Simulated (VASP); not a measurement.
# SiNi (Pnma) in VASP: a series of runs, part 2 of 3

VASP 6.6.1. Earlier steps stand in the parts before.

## 3. Single point, PBE, collinear spin, ferromagnetic start (supercell [2, 2, 3], atoms moved at random, drawn with an rms of 0.05 Å)

The input, INCAR:

```
SYSTEM = SiNi
PREC = Accurate
ENCUT = 450
EDIFF = 1E-5
ISMEAR = 0
SIGMA = 0.05
LREAL = Auto
LASPH = .True.
NELM = 100
ALGO = Fast
ISIF = 2
LWAVE = .False.
LCHARG = .False.
ISPIN = 2
MAGMOM = 1 1 1 1 1 1 1 1 1 1 1 1 1 1 1 1 1 1 1 1 1 1 1 1 1 1 1 1 1 1 1 1 1 1 1 1 1 1 1 1 1 1 1 1 1 1 1 1 0 0 0 0 0 0 0 0 0 0 0 0 0 0 0 0 0 0 0 0 0 0 0 0 0 0 0 0 0 0 0 0 0 0 0 0 0 0 0 0 0 0 0 0 0 0 0 0
LORBIT = 11
LMAXMIX = 4
GGA = PE
NSIM = 4
```

The input, KPOINTS:

```
Automatic mesh
0
Gamma
  2 3 1
  0 0 0
```

The input, POSCAR:

```
SiNi
1.0
   10.3462000000      0.0000000000      0.0000000000
    0.0000000000      6.6762000000      0.0000000000
    0.0000000000      0.0000000000     16.8147000000
Ni Si
48 48
Direct
    0.4971070000      0.3786920000      0.2714160000
    0.4923260000      0.3790680000      0.6049560000
    0.4945480000      0.3776110000      0.9381440000
    0.4969580000      0.8751280000      0.2718020000
    0.4939700000      0.8742680000      0.6033000000
    0.4978410000      0.8751780000      0.9369720000
    0.9938380000      0.3738440000      0.2708410000
    0.9953060000      0.3808150000      0.6059560000
    0.9882440000      0.3665120000      0.9371820000
    0.9948810000      0.8759600000      0.2712140000
    1.0022460000      0.8700030000      0.6034860000
    1.0020280000      0.8779060000      0.9386760000
    0.2524050000      0.1175940000      0.1044590000
    0.2542110000      0.1194850000      0.4362740000
    0.2536860000      0.1207550000      0.7706510000
    0.2541720000      0.6251600000      0.1032570000
    0.2556170000      0.6290050000      0.4380660000
    0.2515220000      0.6282880000      0.7699320000
    0.7564440000      0.1201840000      0.1057920000
    0.7538370000      0.1193890000      0.4369330000
    0.7540520000      0.1262260000      0.7690740000
    0.7506840000      0.6258970000      0.1033270000
    0.7545780000      0.6284130000      0.4345520000
    0.7546330000      0.6305030000      0.7702960000
    0.2437540000      0.3783800000      0.2296260000
    0.2487030000      0.3734490000      0.5598630000
    0.2457860000      0.3729970000      0.8972230000
    0.2466660000      0.8676720000      0.2270410000
    0.2486680000      0.8780550000      0.5613640000
    0.2461020000      0.8770020000      0.8966760000
    0.7486460000      0.3761530000      0.2290040000
    0.7453540000      0.3797440000      0.5584910000
    0.7457030000      0.3751480000      0.8932970000
    0.7470700000      0.8720730000      0.2307120000
    0.7457410000      0.8780070000      0.5646810000
    0.7472150000      0.8710650000      0.8931380000
    0.0089790000      0.1245000000      0.0612780000
    0.0043130000      0.1241400000      0.3973600000
    0.0039930000      0.1250620000      0.7278980000
    0.0052570000      0.6203540000      0.0636950000
    0.0083140000      0.6181490000      0.3914400000
    0.0056840000      0.6364490000      0.7273880000
    0.5002680000      0.1276470000      0.0610070000
    0.5024280000      0.1234360000      0.3967890000
    0.5027200000      0.1262490000      0.7288580000
    0.5014460000      0.6235630000      0.0608110000
    0.5039140000      0.6199500000      0.3938900000
    0.5081200000      0.6247610000      0.7290770000
    0.3408430000      0.1231090000      0.3054260000
    0.3405930000      0.1262690000      0.6370980000
    0.3417760000      0.1223470000      0.9706160000
    0.3367490000      0.6232450000      0.3087370000
    0.3359510000      0.6257190000      0.6353520000
    0.3393550000      0.6290420000      0.9720780000
    0.8375350000      0.1260400000      0.3070830000
    0.8412840000      0.1338630000      0.6395400000
    0.8376420000      0.1244340000      0.9723710000
    0.8396750000      0.6248650000      0.3061440000
    0.8345150000      0.6287280000      0.6381410000
    0.8359580000      0.6278660000      0.9748500000
    0.4120700000      0.3757240000      0.1375030000
    0.4189660000      0.3789560000      0.4704670000
    0.4083790000      0.3753910000      0.8030590000
    0.4111290000      0.8729370000      0.1413550000
    0.4134300000      0.8628170000      0.4725740000
    0.4059500000      0.8799860000      0.8061330000
    0.9122300000      0.3702140000      0.1424290000
    0.9164970000      0.3702150000      0.4731650000
    0.9086880000      0.3748940000      0.8035750000
    0.9160540000      0.8706450000      0.1386380000
    0.9120940000      0.8720900000      0.4720730000
    0.9090060000      0.8744000000      0.8037450000
    0.0880900000      0.1240700000      0.1935710000
    0.0895240000      0.1236830000      0.5288440000
    0.0884230000      0.1243860000      0.8596470000
    0.0878330000      0.6193180000      0.1950920000
    0.0860470000      0.6216480000      0.5281410000
    0.0905270000      0.6232020000      0.8572310000
    0.5905790000      0.1261660000      0.1916470000
    0.5915940000      0.1218500000      0.5254910000
    0.5896380000      0.1241980000      0.8611950000
    0.5847040000      0.6331430000      0.1930910000
    0.5848960000      0.6277810000      0.5268670000
    0.5903020000      0.6234740000      0.8607270000
    0.1613530000      0.3716450000      0.0287110000
    0.1592770000      0.3710920000      0.3609710000
    0.1619300000      0.3739710000      0.6926280000
    0.1624370000      0.8670900000      0.0256610000
    0.1607550000      0.8688840000      0.3608830000
    0.1604810000      0.8790390000      0.6925350000
    0.6588250000      0.3764970000      0.0231150000
    0.6696290000      0.3718610000      0.3595310000
    0.6631370000      0.3748210000      0.6909920000
    0.6624580000      0.8788440000      0.0266970000
    0.6598230000      0.8771840000      0.3592120000
    0.6619110000      0.8758960000      0.6929620000
```

Potentials or basis: VASP PAW PBE potentials, release 64 (Ni, Si).

Started as:

```bash
$ cat potpaw_PBE.64/Ni/POTCAR potpaw_PBE.64/Si/POTCAR > POTCAR
$ mpirun -np 1 vasp_std > vasp.out
```

OUTCAR:

```text
SYSTEM = SiNi
   PREC = Accurate
   ENCUT = 450
   EDIFF = 1E-5
   ISMEAR = 0
   LREAL = Auto
   LASPH = .True.
   NELM = 100
   ISIF = 2
   ISPIN = 2
   LORBIT = 11
   GGA = PE

 ion  position               nearest neighbor table
   1  0.497  0.379  0.271-  92 2.32  82 2.33  79 2.36  52 2.41  61 2.42  49 2.42  47 2.62  31 2.70
                            44 2.71  25 2.71
   2  0.492  0.379  0.605-  93 2.28  83 2.32  53 2.36  50 2.37  62 2.39  80 2.41  26 2.63  48 2.66
                            45 2.68  32 2.73
   3  0.495  0.378  0.938-  91 2.22  84 2.32  81 2.35  51 2.39  54 2.39  63 2.44  46 2.64  43 2.66
                            27 2.66  33 2.71
   4  0.497  0.875  0.272-  95 2.24  82 2.28  79 2.36  64 2.37  49 2.38  52 2.44  47 2.67  44 2.68
                            34 2.68  28 2.70
   5  0.494  0.874  0.603-  83 2.29  96 2.30  80 2.34  65 2.35  50 2.38  53 2.39  29 2.63  35 2.68
                            48 2.70  45 2.70
   6  0.498  0.875  0.937-  94 2.28  81 2.30  84 2.32  51 2.38  54 2.40  66 2.40  46 2.68  43 2.68
                            36 2.68  30 2.69
   7  0.994  0.374  0.271-  86 2.29  76 2.29  67 2.32  73 2.33  58 2.39  55 2.39  41 2.61  31 2.63
                            25 2.68  38 2.70
   8  0.995  0.381  0.606-  87 2.26  77 2.28  56 2.36  74 2.36  68 2.38  59 2.41  42 2.66  39 2.67
                            32 2.71  26 2.73
   9  0.988  0.367  0.937-  75 2.32  57 2.32  85 2.36  69 2.39  78 2.42  60 2.43  33 2.62  37 2.65
[... 171 lines left out ...]
  95  0.660  0.877  0.359-   4 2.24  20 2.30  23 2.31  34 2.34  44 2.40  47 2.43  55 2.63  58 2.66

  96  0.662  0.876  0.693-   5 2.30  24 2.30  21 2.31  35 2.32  48 2.39  45 2.42  59 2.60  56 2.69

  LATTYP: Found a simple orthorhombic cell.
 ALAT       =     6.6762000000
 B/A-ratio  =     1.5497139091
 C/A-ratio  =     2.5186033971

  Lattice vectors:

 A1 = (   0.0000000000,  -6.6762000000,   0.0000000000)
 A2 = (  10.3462000000,   0.0000000000,   0.0000000000)
 A3 = (   0.0000000000,   0.0000000000,  16.8147000000)

Analysis of symmetry for initial positions (statically):
[... 1688 lines left out ...]
  band No.  band energies     occupation
      1      -2.5877      1.00000
      2      -2.1010      1.00000
      3      -2.0749      1.00000
      4      -1.3255      1.00000
      5      -1.3190      1.00000
      6      -0.9961      1.00000
[... 1393 lines left out ...]
    347      11.0589      0.00000
    348      11.1074      0.00000
 [bands above 348 left out]

------------------------ aborting loop because EDIFF is reached ----------------------------------------

  FORCE on cell =-STRESS in cart. coord.  units (eV):
  Direction    XX          YY          ZZ          XY          YZ          ZX
  --------------------------------------------------------------------------------------
  -------------------------------------------------------------------------------------
  Total       20.5958567      7.5128421     12.9156663     -0.6503824     -0.5971056      0.3290512
  in kB       28.4113004     10.3637162     17.8167328     -0.8971809     -0.8236874      0.4539152
  external PRESSURE =      18.8639165 kB  Pullay stress =       0.0000000 kB

 VOLUME and BASIS-vectors are now :
 -----------------------------------------------------------------------------
  energy-cutoff  :      450.00
  volume of cell :     1161.45
      direct lattice vectors                 reciprocal lattice vectors
    10.346200000  0.000000000  0.000000000     0.096653844  0.000000000  0.000000000
     0.000000000  6.676200000  0.000000000     0.000000000  0.149785806  0.000000000
     0.000000000  0.000000000 16.814700000     0.000000000  0.000000000  0.059471772

 POSITION                                       TOTAL-FORCE (eV/Angst)
 -----------------------------------------------------------------------------------
      5.14317      2.52822      4.56378         0.082898     -0.219318     -0.227930
      5.09370      2.53073     10.17215         0.443566     -0.235387     -0.340736
      5.11669      2.52101     15.77461        -0.144078     -0.090924     -0.508921
      5.14163      5.84253      4.57027        -0.243165      0.175369     -0.158375
      5.11071      5.83679     10.14431         0.224007      0.105823      0.167646
      5.15076      5.84286     15.75490        -0.076525     -0.077878     -0.013823
[... 88 lines left out ...]
      6.82666      5.85626      6.04004         0.082612     -0.203892      0.254873
      6.84826      5.84766     11.65195        -0.295993      0.164481      0.136789
 -----------------------------------------------------------------------------------
    total drift:                               -0.004148     -0.004302      0.008923

  FREE ENERGIE OF THE ION-ELECTRON SYSTEM (eV)
  ---------------------------------------------------
  free  energy   TOTEN  =      -570.7813603456 eV

  energy  without entropy=     -570.7360571074  energy(sigma->0) =     -570.75870873

 total charge

# of ion       s       p       d       tot
------------------------------------------
    1        0.486   0.610   8.431   9.527
    2        0.496   0.632   8.447   9.575
    3        0.501   0.644   8.454   9.599
    4        0.503   0.649   8.454   9.606
    5        0.501   0.646   8.453   9.600
    6        0.503   0.645   8.452   9.600
[... 88 lines left out ...]
   95        0.762   0.867   0.000   1.628
   96        0.761   0.860   0.000   1.621
--------------------------------------------------
tot         60.469  71.614 405.510 537.592

 magnetization (x)

# of ion       s       p       d       tot
------------------------------------------
    1       -0.000  -0.000  -0.000  -0.000
    2       -0.000  -0.000   0.000   0.000
    3        0.000   0.000  -0.000  -0.000
    4       -0.000  -0.000  -0.000  -0.000
    5       -0.000  -0.000   0.000   0.000
    6        0.000   0.000  -0.000  -0.000
[... 88 lines left out ...]
   95        0.000  -0.000   0.000  -0.000
   96        0.000   0.000   0.000   0.000
--------------------------------------------------
tot          0.000   0.000   0.001   0.001
```

It took 7.1 min on 1 × NVIDIA H100 80GB with 1 thread of AMD EPYC 7R13 (Zen 3), shared host; peak memory 3.6 GiB.

What came out:

```
Free energy                                           : -570.7814 eV
Pressure                                              : 1.9 GPa
Largest force                                         : 1.043 eV/Å
Band gap on the k mesh                                : none (metal or under the smearing width)
Net moment                                            : 0.00 μB per cell
Valence electrons inside the program's atomic spheres : Ni 9.53, 9.57, 9.60, 9.61, 9.63, 9.58, 9.55, 9.56, 9.54, 9.59; Si 1.60, 1.62, 1.61, 1.63
```

Forces on the atoms (eV/Å):
```
Ni   0.083 -0.219 -0.228
Ni   0.444 -0.235 -0.341
Ni  -0.144 -0.091 -0.509
Ni  -0.243  0.175 -0.158
Ni   0.224  0.106  0.168
Ni  -0.077 -0.078 -0.014
Ni   0.225 -0.253  0.172
Ni   0.035 -0.224 -0.230
Ni   0.822  0.559 -0.106
Ni   0.170 -0.030 -0.081
Ni  -0.845  0.283 -0.144
Ni  -0.762 -0.351 -0.549
Ni   0.270  0.145 -0.136
Ni   0.096  0.160  0.107
Ni  -0.088  0.370 -0.156
Ni  -0.016 -0.153  0.188
Ni  -0.330 -0.498  0.142
Ni   0.501 -0.143 -0.282
Ni   0.023  0.295 -0.480
Ni   0.267  0.137  0.111
Ni  -0.134  0.007  0.143
Ni   0.196 -0.107  0.150
Ni  -0.015 -0.073  0.511
Ni  -0.029 -0.419 -0.155
Ni   0.398 -0.278 -0.105
Ni  -0.162 -0.015 -0.011
Ni  -0.030  0.130 -0.287
Ni  -0.291  0.207  0.585
Ni  -0.312 -0.076 -0.017
Ni  -0.131 -0.142 -0.296
Ni  -0.497  0.006 -0.061
Ni   0.004 -0.133  0.297
Ni  -0.111  0.058  0.243
Ni   0.071  0.136 -0.438
Ni   0.169  0.066 -0.542
Ni  -0.063  0.241  0.422
Ni  -0.474 -0.032  0.212
Ni   0.070 -0.161 -0.267
Ni   0.117  0.075  0.115
Ni  -0.201 -0.141 -0.203
Ni  -0.376  0.218  0.802
Ni  -0.293 -0.670 -0.006
Ni   0.392 -0.275  0.258
Ni   0.240 -0.076 -0.180
Ni   0.151 -0.076 -0.049
Ni   0.310  0.276  0.215
Ni   0.487  0.229 -0.002
Ni  -0.644  0.171 -0.071
Si  -0.222  0.071 -0.202
Si   0.006  0.000  0.139
Si  -0.275  0.207  0.160
Si   0.147 -0.002 -0.508
Si   0.433 -0.017  0.605
Si  -0.102 -0.340 -0.139
Si   0.300 -0.272 -0.248
Si  -0.208 -0.377 -0.420
Si   0.145 -0.189  0.019
Si   0.035  0.098 -0.160
Si   0.504 -0.122  0.139
Si   0.490 -0.154 -0.368
Si  -0.375 -0.113  0.392
Si  -0.835 -0.528  0.337
Si   0.011  0.154  0.286
Si   0.055  0.202 -0.539
Si  -0.135  0.804 -0.250
Si   0.640 -0.429 -0.275
Si  -0.075  0.109 -0.747
Si  -0.503  0.355 -0.109
Si   0.263  0.237 -0.008
Si  -0.483  0.157  0.103
Si  -0.036 -0.147  0.004
Si   0.252  0.216  0.256
Si   0.244 -0.093  0.170
Si   0.184  0.127 -0.122
Si  -0.043  0.116  0.113
Si   0.169  0.352 -0.097
Si   0.599  0.112 -0.476
Si  -0.479 -0.063  0.749
Si  -0.174  0.069  0.434
Si  -0.369  0.264  0.456
Si   0.020  0.123 -0.183
Si   0.438 -0.550  0.059
Si   0.735 -0.167 -0.082
Si  -0.179  0.083 -0.163
Si  -0.142  0.044 -0.320
Si   0.321 -0.058  0.119
Si   0.024  0.099  0.168
Si  -0.013  0.339  0.447
Si  -0.058  0.409 -0.169
Si   0.362 -0.125  0.152
Si   0.351 -0.214  0.771
Si  -0.816  0.144  0.102
Si  -0.263  0.117  0.228
Si  -0.231 -0.109  0.050
Si   0.083 -0.204  0.255
Si  -0.296  0.164  0.137
```

Caveat: the k mesh is coarse (spacing up to 0.37 Å⁻¹), so the values aren't converged; forces of over 1 eV/Å show positions far from the minimum, so gaps and moduli don't describe the material at rest.

(Part 2 of 3 ends here.)
